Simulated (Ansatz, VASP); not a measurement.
## Two plane-wave programs on Sb

```
Sb
1.0
     3.09549    0.00000    0.00000
     0.00000    3.09549    0.00000
     0.00000    0.00000    3.09549
Sb
1
Direct
  0.00000 0.00000 0.00000
```

This isn't the form of Sb at room conditions, which is rhombohedral.

Alike in both runs: task single point; functional r2SCAN; k mesh 8 × 8 × 8; occupations fermi-dirac, width 0.05 eV; no spin polarisation.

|  | VASP | Ansatz |
| --- | --- | --- |
| version | VASP 6.6.1 | Ansatz 0.2.0 |
| potentials or method | VASP PAW PBE potentials, release 64 (Sb) | Ansatz PAW |
| plane-wave cutoff (eV) | 520 | 500 |
| valence electrons in the cell | 5 | 15 |

Ansatz gave:

```
gap on the k mesh at the Fermi level (eV) : none
pressure (GPa)                            : 0.0
```

Problem. Estimate VASP's values.

Solution. gap on the k mesh at the Fermi level (eV): none; pressure (GPa): 0.1.

A gap of «none» marks a metal or a gap that the smearing closes. The functional is the same, so the differences come from potentials, cutoffs and numerics. The two sets of potentials don't hold the same shells in valence.

Caveats: the PAW data sets were made with another functional, which shifts forces and pressure a little (VASP); the PAW data sets come from PBE, with cores solved anew for the run's functional, which leaves a small shift of forces and pressure (Ansatz). Spin-orbit coupling is left out, which matters for the levels of Sb.
